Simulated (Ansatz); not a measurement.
Ga: what a set of calculations says

Plane-wave DFT in Ansatz with scalar-relativistic PAW potentials. The crystal relaxes under PBE to Cmcm with a = 2.803 Å, b = 8.075 Å, c = 3.383 Å, 19.14 Å³/atom. No spin polarisation.

```
Ga
1.0
     1.40162   -4.03766    0.00000
     1.40162    4.03766    0.00000
     0.00000    0.00000    3.38267
Ga
2
Cartesian
  1.4016 -2.9554 0.8457
  1.4016 2.9554 2.5370
```

Each line comes from a run of its own, at the level named and at that level's relaxed cell.

- Compression. r2SCAN: B0 = 62 GPa, B' = 4.9.
- Elasticity. PBEsol: B = 60, G = 15, E = 42 GPa, ν = 0.38 (Hill); the softest strain has 2 GPa, and in a metal so soft a constant, and with it G and E, hangs on mesh and smearing.
- Surfaces. PBE: (001) Ga 0.45 J/m², work function 3.88 eV.

All values are for 0 K without zero-point motion.

The reference crystal is a form of Ga, which isn't its usual structure.